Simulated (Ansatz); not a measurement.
P: vibrational free energy, entropy and heat capacity

Computed with Ansatz 0.2.0, DFT PBE, scalar-relativistic, plane waves, PAW. Cutoff 420 eV, 6×6×6 k-points (Γ-centred), fixed occupations. No spin polarisation. Phonons by linear response, acoustic sum rule imposed.

Relaxed structure:
Space group I-42d (No. 122). a = 7.883 Å, b = 7.883 Å, c = 6.430 Å, α = 90.00°, β = 90.00°, γ = 90.00°
| atom | site | symmetry | x | y | z |
| --- | --- | --- | --- | --- | --- |
| P | 16e | 1 | 0.9407 | 0.8101 | 0.4666 |

It was reached by relaxing an invented guess, and it needn't be the stable form of this composition. This form isn't the element's ground state: it lies 33 meV/atom above the standard structure at this level.

Force constants from linear response on a 2×2×2 q mesh, interpolated to a fine mesh.

Phonon density of states, in bins of 10 cm⁻¹:
```json
{"bin centre (cm⁻¹)": "5", "share of modes (%)": "0.0"}
{"bin centre (cm⁻¹)": "15", "share of modes (%)": "0.1"}
{"bin centre (cm⁻¹)": "25", "share of modes (%)": "0.4"}
{"bin centre (cm⁻¹)": "35", "share of modes (%)": "0.9"}
{"bin centre (cm⁻¹)": "45", "share of modes (%)": "2.1"}
{"bin centre (cm⁻¹)": "55", "share of modes (%)": "2.3"}
{"bin centre (cm⁻¹)": "65", "share of modes (%)": "2.0"}
{"bin centre (cm⁻¹)": "75", "share of modes (%)": "1.5"}
{"bin centre (cm⁻¹)": "85", "share of modes (%)": "1.8"}
{"bin centre (cm⁻¹)": "95", "share of modes (%)": "2.4"}
{"bin centre (cm⁻¹)": "105", "share of modes (%)": "3.1"}
{"bin centre (cm⁻¹)": "115", "share of modes (%)": "3.7"}
{"bin centre (cm⁻¹)": "125", "share of modes (%)": "2.9"}
{"bin centre (cm⁻¹)": "135", "share of modes (%)": "2.2"}
{"bin centre (cm⁻¹)": "145", "share of modes (%)": "2.8"}
{"bin centre (cm⁻¹)": "155", "share of modes (%)": "1.6"}
{"bin centre (cm⁻¹)": "165", "share of modes (%)": "4.9"}
{"bin centre (cm⁻¹)": "175", "share of modes (%)": "2.9"}
{"bin centre (cm⁻¹)": "185", "share of modes (%)": "2.3"}
{"bin centre (cm⁻¹)": "195", "share of modes (%)": "1.9"}
{"bin centre (cm⁻¹)": "205", "share of modes (%)": "1.4"}
{"bin centre (cm⁻¹)": "215", "share of modes (%)": "4.6"}
{"bin centre (cm⁻¹)": "225", "share of modes (%)": "1.9"}
{"bin centre (cm⁻¹)": "235", "share of modes (%)": "0.4"}
{"bin centre (cm⁻¹)": "245", "share of modes (%)": "0.0"}
{"bin centre (cm⁻¹)": "255", "share of modes (%)": "0.0"}
{"bin centre (cm⁻¹)": "265", "share of modes (%)": "0.0"}
{"bin centre (cm⁻¹)": "275", "share of modes (%)": "0.0"}
{"bin centre (cm⁻¹)": "285", "share of modes (%)": "0.0"}
{"bin centre (cm⁻¹)": "295", "share of modes (%)": "0.0"}
{"bin centre (cm⁻¹)": "305", "share of modes (%)": "0.0"}
{"bin centre (cm⁻¹)": "315", "share of modes (%)": "0.0"}
{"bin centre (cm⁻¹)": "325", "share of modes (%)": "0.0"}
{"bin centre (cm⁻¹)": "335", "share of modes (%)": "0.0"}
{"bin centre (cm⁻¹)": "345", "share of modes (%)": "0.0"}
{"bin centre (cm⁻¹)": "355", "share of modes (%)": "0.0"}
{"bin centre (cm⁻¹)": "365", "share of modes (%)": "0.0"}
{"bin centre (cm⁻¹)": "375", "share of modes (%)": "2.5"}
{"bin centre (cm⁻¹)": "385", "share of modes (%)": "6.8"}
{"bin centre (cm⁻¹)": "395", "share of modes (%)": "4.4"}
{"bin centre (cm⁻¹)": "405", "share of modes (%)": "13.3"}
{"bin centre (cm⁻¹)": "415", "share of modes (%)": "6.4"}
{"bin centre (cm⁻¹)": "425", "share of modes (%)": "6.7"}
{"bin centre (cm⁻¹)": "435", "share of modes (%)": "3.8"}
{"bin centre (cm⁻¹)": "445", "share of modes (%)": "2.9"}
{"bin centre (cm⁻¹)": "455", "share of modes (%)": "2.1"}
{"bin centre (cm⁻¹)": "465", "share of modes (%)": "1.0"}
{"bin centre (cm⁻¹)": "475", "share of modes (%)": "0.1"}
```

Task: Give the zero-point energy per atom.

Result: 51.0 meV.

Task: How large are the vibrational entropy and heat capacity at 300 K?

Result: S = 3.03 k_B and C_V = 2.53 k_B per atom, 84 % of the Dulong–Petit value.

Task: Tabulate them against temperature.

Result:
```tsv
T (K)	F_vib (meV/atom)	S (k_B/atom)	C_V (k_B/atom)
100	47.9	0.92	1.22
200	34.9	2.08	2.13
300	12.7	3.03	2.53
400	-16.7	3.79	2.72
500	-52.1	4.40	2.81
600	-92.3	4.92	2.87
700	-136.7	5.37	2.90
800	-184.7	5.76	2.92
900	-235.8	6.10	2.94
1000	-289.7	6.41	2.95
```
